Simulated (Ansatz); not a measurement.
**BP: energy against volume in PBE, exact exchange and the RPA**

An exercise on one series of results from a longer session: the logs are not shown, and one member is left open.

The runs shown are made with Ansatz 0.2.0. PBE orbitals, norm-conserving pseudopotentials, plane waves. No spin polarisation and no zero-point or thermal motion.

## The system as given

The cell was relaxed beforehand with r2SCAN; volume changes: +0 %, -5 %, +5 %, -10 %, +10 %.

The symmetry is F-43m (No. 216, cubic); conventional cell a = 4.537 Å, 11.67 Å³ an atom. B has 4 P at 1.96 Å; P has 4 B at 1.96 Å.

The structure in full:

```cif
data_structure
_symmetry_space_group_name_H-M 'F-43m'
_symmetry_Int_Tables_number 216
_cell_length_a 4.5366
_cell_length_b 4.5366
_cell_length_c 4.5366
_cell_angle_alpha 90.000
_cell_angle_beta 90.000
_cell_angle_gamma 90.000
_cell_volume 93.37
loop_
_atom_site_label
_atom_site_type_symbol
_atom_site_symmetry_multiplicity
_atom_site_Wyckoff_symbol
_atom_site_fract_x
_atom_site_fract_y
_atom_site_fract_z
_atom_site_occupancy
B1 B 4 a 0.00000 0.00000 0.00000 1
P1 P 4 d 0.25000 0.25000 0.75000 1
```

The first run:

Input file input.yaml:

```yaml
crystal:
  lattice:
    - [0.0, 2.2683154746, 2.2683154746]
    - [2.2683154746, 0.0, 2.2683154746]
    - [2.2683154746, 2.2683154746, 0.0]
  atoms:
    - { symbol: B, position: [0.0, 0.0, 0.0] }
    - { symbol: P, position: [0.25, 0.25, 0.25] }
kpoints:
  mp_grid: { grid: [6, 6, 6] }
hamiltonian:
  xc: pbe
  pseudopotentials: { kind: nc }
scf:
  occupations: { method: fixed }
output:
  rpa_energy:
    ecut_chi_ladder: [317, 355, 394, 437, 480]
    long_wavelength: optical_limit
basis:
  ecutwfc: 1116.0
```

Steps of the session up to this table: The unscaled cell; Volume -5 %; Volume +5 %; Volume -10 %; Volume +10 %.

One of the session's tables, all rows but one given; the rest of the session is left out.

It belongs to the step «The three curves». Energies in meV/atom from the unscaled cell:

| volume (Å³/atom) | PBE | exact exchange | EXX+RPA | RPA correlation |
| --- | --- | --- | --- | --- |
| 10.504 | 81.8 | 102.5 | 64.6 | -37.9 |
| 11.088 | 21.5 | 29.4 | 12.9 | -16.5 |
| 11.671 | 0.0 | 0.0 | 0.0 | 0.0 |
| 12.255 | ? | ? | ? | ? |
| 12.838 | 41.8 | 39.4 | 59.4 | 20.0 |

Q: Estimate the row for volume (Å³/atom) = 12.255 from the others.

Worked estimate for «PBE». A straight line through the neighbours (11.671, 0.0) and (12.838, 41.8) gives 0.0 + (41.8 − 0.0) × (12.255 − 11.671) / (12.838 − 11.671) = 20.9; a parabola fitted to 3 rows on both sides gives 6.8.

The run gave: PBE: 8.9; exact exchange: 5.7; EXX+RPA: 17.6; RPA correlation: 12.0. In «PBE» the line misses by +12.0 and the parabola by -2.1.
